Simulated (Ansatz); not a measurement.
# Titanium, hcp under PBE: structure, energy and stiffness

The plan for titanium in the hcp structure: relax it, solve it on a dense k-mesh, switch on spin-orbit coupling, then scale the cell to 7 volumes from 88 to 112 % of the relaxed one and try a fit of the equation of state. The start is ferromagnetic. The k-meshes are 12×12×7 for the relaxation; 20×20×11 for the dense run; 12×12×7 for spin-orbit coupling; 20×20×11 for the volumes. The starting cell is the deposited one, from the Crystallography Open Database.

Program: Ansatz 0.2.0. Level of theory: DFT PBE, plane waves (420 eV) with PAW, scalar-relativistic. These are calculated values, not measurements.

### Step 1. Starting point

The structure is hexagonal, space group P6_3/mmc (No. 194). Conventional cell: a = 2.950 Å, b = 2.950 Å, c = 4.686 Å, α = 90.00°, β = 90.00°, γ = 120.00°. Around Ti (site symmetry -6m2) lie 12 Ti at 2.90 to 2.95 Å.

As a file:

```cif
data_structure
_symmetry_space_group_name_H-M 'P 1'
_symmetry_Int_Tables_number 1
_cell_length_a 2.9500
_cell_length_b 2.9500
_cell_length_c 4.6860
_cell_angle_alpha 90.000
_cell_angle_beta 90.000
_cell_angle_gamma 120.000
_cell_volume 35.32
loop_
_atom_site_label
_atom_site_type_symbol
_atom_site_fract_x
_atom_site_fract_y
_atom_site_fract_z
_atom_site_occupancy
Ti1 Ti 0.33333 0.66667 0.25000 1
Ti2 Ti 0.66667 0.33333 0.75000 1
```

Starting moments (μB): +1 ×2.

### Step 2. Geometry optimisation

input.yaml

```yaml
crystal:
  lattice:
    - [2.9499978604, 0.0, 0.0]
    - [-1.4749989302, 2.5547730882, 0.0]
    - [0.0, 0.0, 4.686]
  atoms:
    - { symbol: Ti, position: [0.3333333333, 0.6666666667, 0.25], spin: 1.0 }
    - { symbol: Ti, position: [0.6666666667, 0.3333333333, 0.75], spin: 1.0 }
hamiltonian:
  xc: pbe
  pseudopotentials:
    kind: paw
    azcp:
      Ti: "pseudopotentials/Ti.paw.azcp"
basis:
  ecutwfc: 420
  fft_grid_basis: typed
kpoints:
  mp_grid: { grid: [12, 12, 7], shift: [0, 0, 0] }
magnetization:
  spin_polarized: true
scf:
  occupations: { method: fermi_dirac, width: 0.05 }
relax:
  max_steps: 60
  f_tol: 0.01
  cell: {}
```

The log of the run:

```text
Engine: ansatz 0.2.0, x86_64-unknown-linux-gnu
Pseudopotentials: kind: paw
Pseudopotential: Ti, paw, valence charge 12, recommended cutoff 420 eV (normal), <dir>
Functional definition: PBE
  parameter kappa = 0.804
  parameter beta = 0.06672455060314922
  exchange = pbe_x(kappa = kappa, mu = beta*pi^2/3)
  correlation = pbe_c(beta = beta)
Crystal: 2 atoms, lattice volume = 35.316 Å³
Basis set: ecut = 420 eV, 687 PW (Γ), exchange–correlation on 40×40×64 points (8 copies of the dense FFT grid, shifted against one another)
Bands: 17, of which v1, the nominal top of the filled ones, is band 12 counted from 1 (11 counted from 0)
Symmetry: 24 space group operations
Space group: P63/mmc (ITA 194), of the structure as read, at distance tolerance 3.3e-5 Å
Magnetic group: BNS 194.263 (UNI 1493), of the structure as read, at distance tolerance 3.3e-5 Å
k-points: 76 of 1008
Non-local potential: Ti, projectors of the file, l = 0: 3, l = 1: 2, l = 2: 3, l = 3: 1
PAW form: soft (Blöchl's): semilocal exchange-correlation on the pseudo side does not see the compensation charge
PAW one-centre angular grid: Ti, 590 points (default); XC on 64 Gauss nodes
Initial density: superposition of atomic densities (chi_scale 0.1, normalization cell)
Starting moments: Σ|m| = 2 μB on 2 of 2 sites
Initial wavefunctions: pseudopotential atomic-orbital guess
Functional: x = pbe(κ = 0.804, μ = 0.2195149727645171), c = pbe(β = 0.06672455060314922)
SCF iter   1: F=—  HF=-4999.459188 eV  |F-HF|=—  |Δ(HF+E_count)|=         —  Δρ=5.71e-2 (↑5.71e-2 ↓1.70e-2)  dr2=1.17e0  dr2_m=3.27e-1  M=1.020 μB ∫|m|=1.020 μB  β_m=0.30  ethr=3.10e-3  ⟨swp⟩=4.3  Hψ=10842  notcnv=0
Mixer restart at iter 1: flushing history
preconditioner: auto → none  [metal: Δε(μ)=0.021 eV  Ē_g=3.725 eV  σ=0.050 eV  W_gap=0.10  n_scr=8 (ndim 8)  ℏωp=17.7 eV  f_vac=0.000  D(μ)=3.19/eV (n_scr^D=36)  sad-step TF]
SCF iter   2: F=—  HF=-4999.122359 eV  |F-HF|=—  |Δ(HF+E_count)|=   3.37e-1  Δρ=3.99e-2 (↑3.99e-2 ↓1.60e-2)  dr2=4.78e-1  dr2_m=2.01e-1  M=0.889 μB ∫|m|=0.889 μB  β_m=0.62  ethr=3.10e-3  ⟨swp⟩=2.0  Hψ=4444  notcnv=0  defer=29
SCF iter   3: F=—  HF=-4999.241121 eV  |F-HF|=—  |Δ(HF+E_count)|=   1.19e-1  Δρ=1.09e-2 (↑1.09e-2 ↓9.03e-3)  dr2=6.24e-3  dr2_m=3.09e-2  M=0.448 μB ∫|m|=0.448 μB  β_m=0.79  ethr=1.99e-3  ⟨swp⟩=2.2  Hψ=4036  notcnv=0  defer=29
SCF iter   4: F=—  HF=-4999.337868 eV  |F-HF|=—  |Δ(HF+E_count)|=         —  Δρ=5.55e-3 (↑5.55e-3 ↓4.22e-3)  dr2=9.39e-4  dr2_m=7.59e-3  M=0.059 μB ∫|m|=0.060 μB  β_m=0.79  ethr=2.60e-5  ⟨swp⟩=2.7  Hψ=4851  notcnv=0  defer=17
Mixer restart at iter 4: flushing history
SCF iter   5: F=—  HF=-4999.339245 eV  |F-HF|=—  |Δ(HF+E_count)|=   1.38e-3  Δρ=2.48e-3 (↑1.34e-3 ↓2.48e-3)  dr2=8.14e-4  dr2_m=1.08e-3  M=0.024 μB ∫|m|=0.025 μB  β_m=0.89  ethr=3.91e-6  ⟨swp⟩=2.0  Hψ=5160  notcnv=0  defer=17
SCF iter   6: F=—  HF=-4999.339429 eV  |F-HF|=—  |Δ(HF+E_count)|=   1.84e-4  Δρ=1.64e-3 (↑1.64e-3 ↓9.88e-4)  dr2=2.06e-3  dr2_m=7.27e-5  M=0.007 μB ∫|m|=0.008 μB  β_m=0.72  ethr=3.39e-6  ⟨swp⟩=2.0  Hψ=5151  notcnv=0  defer=17
SCF iter   7: F=—  HF=-4999.338989 eV  |F-HF|=—  |Δ(HF+E_count)|=   4.39e-4  Δρ=9.14e-5 (↑8.34e-5 ↓9.14e-5)  dr2=1.09e-7  dr2_m=2.42e-6  M=0.002 μB ∫|m|=0.003 μB  β_m=0.86  ethr=3.39e-6  ⟨swp⟩=2.0  Hψ=5277  notcnv=0  defer=14
SCF iter   8: F=—  HF=-4999.338996 eV  |F-HF|=—  |Δ(HF+E_count)|=   7.12e-6  Δρ=2.83e-5 (↑2.83e-5 ↓1.92e-5)  dr2=3.18e-8  dr2_m=1.78e-7  M=0.000 μB ∫|m|=0.001 μB  β_m=0.93  ethr=4.56e-10  ⟨swp⟩=3.0  Hψ=4967  notcnv=0  defer=13
SCF iter   9: F=—  HF=-4999.338997 eV  |F-HF|=—  |Δ(HF+E_count)|=   4.49e-7  Δρ=3.02e-6 (↑2.58e-6 ↓3.02e-6)  dr2=1.79e-9  dr2_m=1.90e-9  M=-0.000 μB ∫|m|=0.000 μB  β_m=0.89  ethr=1.33e-10  ⟨swp⟩=2.3  Hψ=4572  notcnv=0  defer=13
SCF iter  10: F=—  HF=-4999.338997 eV  |F-HF|=—  |Δ(HF+E_count)|=   3.78e-9  Δρ=7.04e-7 (↑6.68e-7 ↓7.04e-7)  dr2=1.57e-11  dr2_m=1.47e-10  M=-0.000 μB ∫|m|=0.000 μB  β_m=0.95  ethr=7.47e-12  ⟨swp⟩=2.4  Hψ=4493  notcnv=0  defer=13
SCF iter  11: F=-4999.338997 eV  HF=-4999.338997 eV  |F-HF|=2.73e-12  |Δ(HF+E_count)|=  6.90e-10  Δρ=1.32e-7 (↑1.32e-7 ↓6.74e-8)  dr2=5.59e-12  dr2_m=2.11e-12  M=0.000 μB ∫|m|=0.000 μB  ethr=1.00e-12  ⟨swp⟩=1.0  Hψ=6430  notcnv=0
WARN: the starting moments were not kept: the SCF closed with an absolute magnetisation of 2.5e-6 μB, where they sum to 2 μB in size (2 sites). That is at most 0.1 of that sum. Measured as dr2_m measures the in/out step, that magnetisation stands 7.3e-13 eV from none, at or under the dr2_threshold of 1.0e-7 eV: it is no larger than a step whose dr2_m would equal this threshold. The system may hold no moment; this SCF shows only that its start led to no more than that. To try another start: raise the starting moments (crystal.atoms[].spin, magnetization.per_species, magnetization.initial_magnetization, or on a non-collinear deck that types none of these the spinor_matrix: blocks that start its atoms; where the total moment is fixed, keep their sum and leave initial_magnetization as it is; typed ones take the place of any that the run laid by itself, positive ones on a crystal's lanthanoids without a Hubbard term where scf.initial_density.shell_occupations: [] is typed) or, if the notice of its spin-set hold's release reads "site moments contracting" or "site moments show no strong build", lengthen the hold (scf.mixing.spin_hold: { on: { confirm: 4 } }; for m-r²SCAN on two components see the key's manual first). Each may lead to a state that holds a moment. A second SCF, from the converged charge density, with the starting moments and any scf.initial_density.shell_occupations laid on it anew, would have followed, and was not run: the deck does not ask for one (magnetization.retry_lost_moments is false, the default). To let it run, set magnetization.retry_lost_moments: true and run the deck again, where that key's refused combinations let it; where memory then withholds it, that run's warning says so.
SCF 1 converged in 11 iterations: F = -4999.338997 eV  dr2 = 5.59e-12
relax step   1: F+E_penalty+E_count = -4999.33899673 eV  Δ(F+E_penalty+E_count) = +0.000e0 eV  max|allowed force component| = 2.035e-16 eV/Å  Δτ_max = 0.0000 Å  P = -1.624 GPa  Ω = 35.316 Å³  (11 SCF iters, dr2 threshold 1.00e-7 eV, accepted)
Crystal: 2 atoms, lattice volume = 34.156 Å³
Initial density: handed on by an earlier stage of this run
Starting moments: Σ|m| = 2 μB on 2 of 2 sites; this step starts from the density that it was given
Initial wavefunctions: those handed on with the density
iter 1 solved again at ethr=7.80e-6 eV; its pass at ethr=3.10e-3 eV (dr2=1.87e-3 eV) is discarded
SCF iter   1: F=—  HF=-4999.331235 eV  |F-HF|=—  |Δ(HF+E_count)|=         —  Δρ=2.00e-3 (↑2.00e-3 ↓9.94e-4)  dr2=1.84e-3  dr2_m=4.02e-4  M=0.024 μB ∫|m|=0.024 μB  β_m=0.65  ethr=7.80e-6  ⟨swp⟩=2.0  Hψ=16230  notcnv=0
preconditioner: auto → none  [metal: Δε(μ)=0.002 eV  Ē_g=3.273 eV  σ=0.050 eV  W_gap=0.01  n_scr=2 (ndim 8)  ℏωp=18.0 eV  f_vac=0.000  D(μ)=1.98/eV (n_scr^D=22)]
SCF iter   2: F=—  HF=-4999.332320 eV  |F-HF|=—  |Δ(HF+E_count)|=   1.09e-3  Δρ=1.25e-3 (↑7.74e-4 ↓1.25e-3)  dr2=7.23e-4  dr2_m=1.27e-4  M=0.011 μB ∫|m|=0.011 μB  β_m=0.39  ethr=7.65e-6  ⟨swp⟩=2.0  Hψ=4974  notcnv=0
SCF iter   3: F=—  HF=-4999.334466 eV  |F-HF|=—  |Δ(HF+E_count)|=   2.15e-3  Δρ=6.51e-4 (↑5.61e-4 ↓6.51e-4)  dr2=3.28e-5  dr2_m=1.01e-4  M=0.010 μB ∫|m|=0.010 μB  β_m=0.70  ethr=3.01e-6  ⟨swp⟩=3.0  Hψ=4852  notcnv=0
SCF iter   4: F=—  HF=-4999.337466 eV  |F-HF|=—  |Δ(HF+E_count)|=         —  Δρ=2.29e-4 (↑1.01e-4 ↓2.29e-4)  dr2=1.95e-5  dr2_m=5.89e-6  M=0.002 μB ∫|m|=0.002 μB  β_m=0.70  ethr=1.37e-7  ⟨swp⟩=2.1  Hψ=4308  notcnv=0
Mixer restart at iter 4: flushing history
SCF iter   5: F=—  HF=-4999.337639 eV  |F-HF|=—  |Δ(HF+E_count)|=   1.73e-4  Δρ=9.13e-5 (↑9.13e-5 ↓7.13e-5)  dr2=1.55e-6  dr2_m=1.22e-6  M=0.001 μB ∫|m|=0.001 μB  β_m=0.75  ethr=8.13e-8  ⟨swp⟩=2.1  Hψ=4140  notcnv=0
SCF iter   6: F=—  HF=-4999.337658 eV  |F-HF|=—  |Δ(HF+E_count)|=   1.99e-5  Δρ=5.80e-5 (↑2.47e-5 ↓5.80e-5)  dr2=1.97e-6  dr2_m=2.14e-7  M=0.000 μB ∫|m|=0.000 μB  β_m=0.79  ethr=6.46e-9  ⟨swp⟩=2.0  Hψ=4495  notcnv=0
SCF iter   7: F=—  HF=-4999.337671 eV  |F-HF|=—  |Δ(HF+E_count)|=   1.22e-5  Δρ=2.51e-6 (↑2.51e-6 ↓2.50e-6)  dr2=2.70e-9  dr2_m=1.15e-9  M=0.000 μB ∫|m|=0.000 μB  β_m=0.89  ethr=6.46e-9  ⟨swp⟩=2.1  Hψ=4281  notcnv=0
SCF iter   8: F=-4999.337671 eV  HF=-4999.337671 eV  |F-HF|=1.27e-11  |Δ(HF+E_count)|=   3.93e-8  Δρ=4.13e-7 (↑4.13e-7 ↓2.16e-7)  dr2=4.56e-11  dr2_m=2.03e-11  M=-0.000 μB ∫|m|=0.000 μB  ethr=1.12e-11  ⟨swp⟩=1.0  Hψ=7665  notcnv=0
the starting moments were not kept: the SCF closed with an absolute magnetisation of 7.5e-6 μB, where they sum to 2 μB in size (2 sites). That is at most 0.1 of that sum. Measured as dr2_m measures the in/out step, that magnetisation stands 6.7e-12 eV from none, at or under the dr2_threshold of 2.0e-7 eV: it is no larger than a step whose dr2_m would equal this threshold.
SCF 2 converged in 8 iterations: F = -4999.337671 eV  dr2 = 4.56e-11
relax step   2: F+E_penalty+E_count = -4999.33767071 eV  Δ(F+E_penalty+E_count) = +1.326e-3 eV  max|allowed force component| = 2.035e-16 eV/Å  Δτ_max = 0.0000 Å  P = +2.150 GPa  Ω = 34.156 Å³  energy of the carried Pulay correction = +1.024e-4 eV  (8 SCF iters, dr2 threshold 2.00e-7 eV, rejected (line search))
Crystal: 2 atoms, lattice volume = 34.830 Å³
iter 1 solved again at ethr=2.67e-6 eV; its pass at ethr=3.10e-3 eV (dr2=6.40e-4 eV) is discarded
SCF iter   1: F=—  HF=-4999.339522 eV  |F-HF|=—  |Δ(HF+E_count)|=         —  Δρ=1.14e-3 (↑1.14e-3 ↓5.98e-4)  dr2=6.79e-4  dr2_m=1.28e-4  M=-0.016 μB ∫|m|=0.016 μB  β_m=0.65  ethr=2.67e-6  ⟨swp⟩=2.0  Hψ=16345  notcnv=0
preconditioner: auto → none  [metal: Δε(μ)=0.005 eV  Ē_g=3.121 eV  σ=0.050 eV  W_gap=0.02  n_scr=2 (ndim 8)  ℏωp=17.8 eV  f_vac=0.000  D(μ)=2.20/eV (n_scr^D=22)]
SCF iter   2: F=—  HF=-4999.339848 eV  |F-HF|=—  |Δ(HF+E_count)|=   3.25e-4  Δρ=7.69e-4 (↑4.69e-4 ↓7.69e-4)  dr2=2.85e-4  dr2_m=4.70e-5  M=-0.008 μB ∫|m|=0.008 μB  β_m=0.39  ethr=2.67e-6  ⟨swp⟩=2.1  Hψ=4615  notcnv=0
SCF iter   3: F=—  HF=-4999.340616 eV  |F-HF|=—  |Δ(HF+E_count)|=   7.69e-4  Δρ=3.99e-4 (↑3.40e-4 ↓3.99e-4)  dr2=1.33e-5  dr2_m=3.81e-5  M=-0.007 μB ∫|m|=0.007 μB  β_m=0.69  ethr=1.19e-6  ⟨swp⟩=3.0  Hψ=4873  notcnv=0
SCF iter   4: F=—  HF=-4999.341746 eV  |F-HF|=—  |Δ(HF+E_count)|=   1.13e-3  Δρ=1.43e-4 (↑6.38e-5 ↓1.43e-4)  dr2=7.17e-6  dr2_m=2.51e-6  M=-0.001 μB ∫|m|=0.001 μB  β_m=0.85  ethr=5.53e-8  ⟨swp⟩=2.0  Hψ=4294  notcnv=0
SCF iter   5: F=—  HF=-4999.341824 eV  |F-HF|=—  |Δ(HF+E_count)|=   7.80e-5  Δρ=1.26e-5 (↑5.74e-6 ↓1.26e-5)  dr2=8.60e-8  dr2_m=1.18e-8  M=-0.000 μB ∫|m|=0.000 μB  β_m=0.86  ethr=2.99e-8  ⟨swp⟩=2.5  Hψ=4398  notcnv=0
SCF iter   6: F=—  HF=-4999.341825 eV  |F-HF|=—  |Δ(HF+E_count)|=   9.63e-7  Δρ=3.20e-6 (↑1.71e-6 ↓3.20e-6)  dr2=6.90e-9  dr2_m=7.10e-10  M=-0.000 μB ∫|m|=0.000 μB  β_m=0.93  ethr=3.59e-10  ⟨swp⟩=2.4  Hψ=4446  notcnv=0
SCF iter   7: F=—  HF=-4999.341825 eV  |F-HF|=—  |Δ(HF+E_count)|=   7.89e-8  Δρ=7.39e-7 (↑3.06e-7 ↓7.39e-7)  dr2=2.96e-10  dr2_m=3.88e-11  M=-0.000 μB ∫|m|=0.000 μB  β_m=0.96  ethr=2.87e-11  ⟨swp⟩=2.0  Hψ=4098  notcnv=0
SCF iter   8: F=—  HF=-4999.341825 eV  |F-HF|=—  |Δ(HF+E_count)|=   1.84e-9  Δρ=1.32e-7 (↑1.12e-7 ↓1.32e-7)  dr2=1.96e-11  dr2_m=7.34e-13  M=0.000 μB ∫|m|=0.000 μB  β_m=0.98  ethr=1.23e-12  ⟨swp⟩=2.0  Hψ=4455  notcnv=0
SCF iter   9: F=-4999.341825 eV  HF=-4999.341825 eV  |F-HF|=4.55e-12  |Δ(HF+E_count)|=  1.37e-10  Δρ=6.96e-8 (↑6.44e-8 ↓6.96e-8)  dr2=6.67e-12  dr2_m=7.11e-14  M=0.000 μB ∫|m|=0.000 μB  ethr=1.00e-12  ⟨swp⟩=3.0  Hψ=9399  notcnv=0
the starting moments were not kept: the SCF closed with an absolute magnetisation of 4.3e-7 μB, where they sum to 2 μB in size (2 sites). That is at most 0.1 of that sum. Measured as dr2_m measures the in/out step, that magnetisation stands 1.9e-14 eV from none, at or under the dr2_threshold of 2.0e-11 eV: it is no larger than a step whose dr2_m would equal this threshold.
SCF 3 converged in 9 iterations: F = -4999.341825 eV  dr2 = 6.67e-12
relax step   3: F+E_penalty+E_count = -4999.34182544 eV  Δ(F+E_penalty+E_count) = -2.829e-3 eV  max|allowed force component| = 1.203e-16 eV/Å  Δτ_max = 0.0000 Å  P = -0.109 GPa  Ω = 34.830 Å³  energy of the carried Pulay correction = +4.268e-5 eV  (9 SCF iters, accepted)
[... 10 lines left out ...]
relax step   4: F+E_penalty+E_count = -4999.34185303 eV  Δ(F+E_penalty+E_count) = -2.759e-5 eV  max|allowed force component| = 1.758e-16 eV/Å  Δτ_max = 0.0000 Å  P = +0.009 GPa  Ω = 34.794 Å³  energy of the carried Pulay correction = +4.593e-5 eV  (5 SCF iters, dr2 threshold 1.12e-7 eV, accepted)
Initial wavefunctions: pseudopotential atomic-orbital guess (no wavefunctions were taken with the density)
iter 1 solved again at ethr=1.00e-9 eV; its pass at ethr=3.10e-3 eV (dr2=2.41e-7 eV) is discarded
SCF iter   1: F=—  HF=-4999.341804 eV  |F-HF|=—  |Δ(HF+E_count)|=         —  Δρ=7.34e-6 (↑7.26e-6 ↓7.34e-6)  dr2=9.73e-9  dr2_m=2.44e-11  M=0.000 μB ∫|m|=0.000 μB  β_m=0.65  ethr=1.00e-9  ⟨swp⟩=3.0  Hψ=18189  notcnv=0
preconditioner: auto → none  [metal: Δε(μ)=0.011 eV  Ē_g=3.161 eV  σ=0.050 eV  W_gap=0.05  n_scr=2 (ndim 8)  ℏωp=17.8 eV  f_vac=0.000  D(μ)=2.10/eV (n_scr^D=22)]
SCF iter   2: F=—  HF=-4999.341804 eV  |F-HF|=—  |Δ(HF+E_count)|=   1.00e-8  Δρ=2.53e-6 (↑2.53e-6 ↓2.53e-6)  dr2=1.53e-9  dr2_m=8.91e-12  M=0.000 μB ∫|m|=0.000 μB  β_m=0.57  ethr=4.05e-11  ⟨swp⟩=2.0  Hψ=4388  notcnv=0
SCF iter   3: F=—  HF=-4999.341804 eV  |F-HF|=—  |Δ(HF+E_count)|=   1.69e-9  Δρ=7.48e-7 (↑7.03e-7 ↓7.48e-7)  dr2=2.63e-10  dr2_m=2.80e-12  M=0.000 μB ∫|m|=0.000 μB  β_m=0.53  ethr=6.38e-12  ⟨swp⟩=2.0  Hψ=3165  notcnv=0
SCF iter   4: F=—  HF=-4999.341804 eV  |F-HF|=—  |Δ(HF+E_count)|=   1.10e-9  Δρ=3.12e-7 (↑2.93e-7 ↓3.12e-7)  dr2=4.33e-11  dr2_m=1.34e-12  M=0.000 μB ∫|m|=0.000 μB  β_m=0.76  ethr=1.10e-12  ⟨swp⟩=2.0  Hψ=4064  notcnv=0
SCF iter   5: F=—  HF=-4999.341804 eV  |F-HF|=—  |Δ(HF+E_count)|=  5.44e-10  Δρ=3.05e-8 (↑1.66e-8 ↓3.05e-8)  dr2=6.01e-13  dr2_m=5.64e-14  M=0.000 μB ∫|m|=0.000 μB  β_m=0.80  ethr=1.00e-12  ⟨swp⟩=2.0  Hψ=3057  notcnv=0
SCF iter   6: F=-4999.341804 eV  HF=-4999.341804 eV  |F-HF|=9.09e-13  |Δ(HF+E_count)|=  1.09e-11  Δρ=1.21e-8 (↑7.33e-9 ↓1.21e-8)  dr2=1.21e-13  dr2_m=6.52e-15  M=0.000 μB ∫|m|=0.000 μB  ethr=1.00e-12  ⟨swp⟩=2.7  Hψ=7860  notcnv=0
the starting moments were not kept: the SCF closed with an absolute magnetisation of 1.4e-7 μB, where they sum to 2 μB in size (2 sites). That is at most 0.1 of that sum. Measured as dr2_m measures the in/out step, that magnetisation stands 4.1e-15 eV from none, at or under the dr2_threshold of 2.0e-11 eV: it is no larger than a step whose dr2_m would equal this threshold.
SCF 5 converged in 6 iterations: F = -4999.341804 eV  dr2 = 1.21e-13
relax step   5: F+E_penalty+E_count = -4999.34180444 eV  Δ(F+E_penalty+E_count) = +4.858e-5 eV  max|allowed force component| = 9.252e-17 eV/Å  Δτ_max = 0.0000 Å  P = +0.012 GPa  Ω = 34.794 Å³  stress off target by 2.59e-2 GPa  SCF on the basis re-selected at this cell (its energy is not comparable with the rows above)  (6 SCF iters)
basis re-selected at this cell: Δ(F+E_penalty+E_count) = +4.858e-5 eV, ΔP = +0.003 GPa vs the last step (what re-selecting the basis moved, of the pressure what is left beyond the Pulay correction that the steps carried, after the strain that the cell walked since its last selection, with what the two solves' SCF thresholds leave and, on support functions, any second-order correction that the steps lacked; it is no measure of the basis error at this ecutwfc). This SCF's stress stands 2.59e-2 GPa from its target on what of the cell is left free (relax.cell.stress_tol is 5.00e-2 GPa) and its largest allowed force component is 9.25e-17 eV/Å (relax.f_tol is 1.00e-2 eV/Å): within both
SCF converged after 6 iterations
Magnetization: 0.0000 μB (12.0000 up, 12.0000 down)
Absolute magnetization: 0.0000 μB (∫|ρ↑−ρ↓|, with the PAW one-centre terms)
Spin contamination: 0.0000 ħ² per cell (⟨S²⟩ above its minimum at these occupations)
Per-site moments (μB) at R_I (Å): [(3.9205527916687185e-8, 1.1875711056338258), (3.920552799252708e-8, 1.1875711056338258)]
Free energy (F): -4999.341804 eV
Harris-Foulkes:  -4999.341804 eV  (|F-HF|=9.09e-13)
Internal energy: -4999.324102 eV  (E = F + TS)
E sigma→0 (E₀):  -4999.332953 eV
Entropy (-TS):   -0.017703 eV (-8.851 meV/atom)
Fermi energy:    13.360031 eV
--- Per-component energies (eV) ---
  E_band       = -315.597516
  E_kinetic    = 544.626463
  E_local      = -1627.381852  (includes V_loc(G=0)·N_el)
  E_nonlocal   = 16.046518
  E_hartree    = 668.301606
  E_xc         = -194.917096
  E_vxc        = -243.848821  (∫ρ·V_xc dr)
  E_paw        = -2095.091643  (= ΣΔE_a)
  E_vpaw       = -341.643252  (= ΣTr[D̂ρ^β])
  E_aug_tail   = 0.000231  (compensation charges beyond the density's cutoff)
  E_ewald      = -2310.908330
  E_smearing   = -0.017703  (= −TS)
  E_closure    = 0.000000  (closes the sum)
  Σ components = -4999.341804   (vs F -4999.341804, Δ=0.00e0)
--- Forces (eV/Å), atoms counted from 1 ---
  atom   1  Ti     0.00000000    -0.00000000     0.00000000
  atom   2  Ti     0.00000000     0.00000000     0.00000000
  max |Σ_I F_I| component: 7.40e-17 eV/Å
--- Stress (GPa, compression-positive) ---
        0.025869      -0.000000       0.000000
        0.000000       0.025869       0.000000
        0.000000       0.000000      -0.016933
  P = ⅓ Tr σ = 0.0116 GPa (0.116 kbar)
--- Relaxed structure (4 steps of the walk, 3 accepted, 1 SCFs on fresh bases) ---
  F+E_penalty+E_count = -4999.34180444 eV   max|allowed force component| = 9.252e-17 eV/Å   (the final SCF, on the basis selected at the relaxed cell)
  cell:  # Å, volume = 34.7938 Å³
    - [2.9388916155422726, 0.0, 0.0]
    - [-1.4694458077711363, 2.5451547980286975, 0.0]
    - [0.0, 0.0, 4.651616570669396]
  atoms:
    - { symbol: Ti, position: [0.3333333333333333, 0.6666666666666666, 0.25] }
    - { symbol: Ti, position: [0.6666666666666666, 0.3333333333333333, 0.7500000000000001] }
```

It took 37 s on 2 threads of an x86-64 CPU, shared host; peak memory 0.5 GiB.

Relaxation path:

```
step  energy change (meV/atom)  largest force (eV/Å)  pressure (GPa)  volume (Å³/atom)  accepted
   1                      0.00                0.0000           -1.62            17.658       yes
   2                      0.66                0.0000            2.15            17.078        no
   3                     -1.41                0.0000           -0.11            17.415       yes
   4                     -1.43                0.0000            0.01            17.397       yes
   5                     -1.40                0.0000            0.01            17.397       yes
```

Steps that repeat a cell are solved on a basis chosen anew, so their changes of energy are no gain of the relaxation.

Changes in the cell that was computed:

|  | before | after | change |
| --- | --- | --- | --- |
| a (Å) | 2.950 | 2.939 | -0.4 % |
| b (Å) | 2.950 | 2.939 | -0.4 % |
| c (Å) | 4.686 | 4.652 | -0.7 % |
| volume (Å³/atom) | 17.658 | 17.397 | -1.5 % |
| shortest distance (Å) | 2.897 | 2.879 | -0.6 % |
| space group (spins left aside) | P6_3/mmc | P6_3/mmc | same |

[end of part 1 of 2]
